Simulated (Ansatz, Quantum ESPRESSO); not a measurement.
## Equation of state of zinc blende GaAs

How stiff is zinc blende GaAs under hydrostatic load? Each row scales the relaxed cell evenly and relaxes the atoms. The phase is followed to these pressures whether or not it stays the stable one.

Calculated with Ansatz 0.2.0, r2SCAN, PAW files of the set soft_1, cutoff 600 eV, Fermi–Dirac smearing 0.02 eV, k-mesh 9×9×9, no spin polarisation, no spin-orbit coupling.

Reference cell, relaxed at zero pressure with r2SCAN (F-43m): a = 4.0061 Å, b = 4.0061 Å, c = 4.0061 Å, α = 60.00°, β = 60.00°, γ = 60.00°.

```csv
atom,x,y,z
As,0.7500,0.7500,0.7500
Ga,0.0000,0.0000,0.0000
```

| V (Å³/atom) | V/V0 | P (GPa) | E − E0 (meV/atom) |
| --- | --- | --- | --- |
| 21.3671 | 0.9400 | 5.167 | 20.8 |
| 21.8217 | 0.9600 | 3.250 | 8.9 |
| 22.2763 | 0.9800 | 1.535 | 2.1 |
| 23.1855 | 1.0200 | −1.370 | 2.0 |
| 24.0948 | 1.0600 | −3.690 | 16.6 |

V0 = 22.7309 Å³ an atom, where the residual pressure P0 is +0.001 GPa. **Question.** Fit the Birch–Murnaghan law and give the pressure and the energy at V = 23.6402 Å³ an atom, a row left out above.

With the Eulerian strain f = ½[(V0/V)^(2/3) − 1] and F = (P − P0)/[3f(1 + 2f)^(5/2)], the third-order law is the line F = B0 + (3/2) B0 (B′ − 4) f.

```csv
f,F (GPa)
0.02106,73.77
0.01379,73.35
0.00678,72.93
−0.00656,72.03
−0.01905,71.17
```

A straight line through the 5 rows: the means are 0.003204 for f and 72.65 for F, Σ(Δx)² = 0.001034 and ΣΔxΔy = 0.0674, so the slope is 0.0674/0.001034 = 65.167 and the intercept 72.65 − (65.167)(0.003204) = 72.441.

Hence B0 = 72.4 GPa and B′ = 4 + (65.2)/(1.5 × 72.4) = 4.60. For the withheld volume f = −0.01291, F = 71.60 GPa and P = −2.60 GPa. The run itself gives −2.60 GPa, so the estimate misses by 0.00 GPa, a rounding's worth.

Integrating the same law gives E − E0 = (9/2) B0 V0 f²[1 + (B′ − 4) f] + P0(V0 − V), with 1 GPa Å³ = 6.2415 meV: 7.6 meV an atom. The run itself gives 7.6 meV, so the estimate misses by 0.0 meV, a rounding's worth.

The same fit over all rows at other levels or in other programs gives B0 = 75 GPa with LDA (Quantum ESPRESSO, GBRV) and 69 GPa with PBEsol (Ansatz).

[Logs are printed without paths, hosts, clocks, repeated set-up lines and the standing remarks that a program may print on its own settings, such as how far it seeks lower states.]
